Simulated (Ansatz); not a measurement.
# CaF$_{2}$: do energies and stresses tell the same story?

Method: Ansatz 0.2.0, DFT PBE, scalar-relativistic, plane waves, PAW.

Settings: cutoff 420 eV, Γ-centred mesh 8×8×8 on the computed 3-atom cell, Gaussian smearing of 0.02 eV; no spin polarisation.

Relaxed cell: Fm-3m, a = 5.510 Å, b = 5.510 Å, c = 5.510 Å, α = 90.00°, β = 90.00°, γ = 90.00°, 3 atoms in the primitive cell.

Energies at zero smearing and pressures from the stress tensor, at volumes with shape and atoms relaxed:
```
V (Å³/atom) E − E(first) (meV/atom) P (GPa)
     13.107                     0.00     5.54
     13.525                   -10.54     2.55
     13.944                   -13.75     0.02
     14.362                   -10.98    -2.13
     14.780                    -2.97    -3.95
```

Check P = −dE/dV between neighbouring volumes, and get the bulk modulus from the pressures alone.

With 1 eV/Å³ = 160.2 GPa:
| middle V (Å³/atom) | −ΔE/ΔV (GPa) | mean P (GPa) |
| --- | --- | --- |
| 13.316 | 4.036 | 4.045 |
| 13.734 | 1.231 | 1.289 |
| 14.153 | -1.064 | -1.051 |
| 14.571 | -3.066 | -3.037 |

The two differ by 0.06 GPa at most. The mean of two end pressures misses the average over a step by about ΔV² P″/12, up to 0.04 GPa here; with that taken off 0.03 GPa remains, from the finite cutoff, the mesh or the relaxation's tolerance. Around V = 13.944 Å³/atom, the two neighbours give B = −V ΔP/ΔV = 13.944 × 4.68 / 0.837 = 78.0 GPa, against B0 = 77.6 GPa from the Birch–Murnaghan fit of the energies.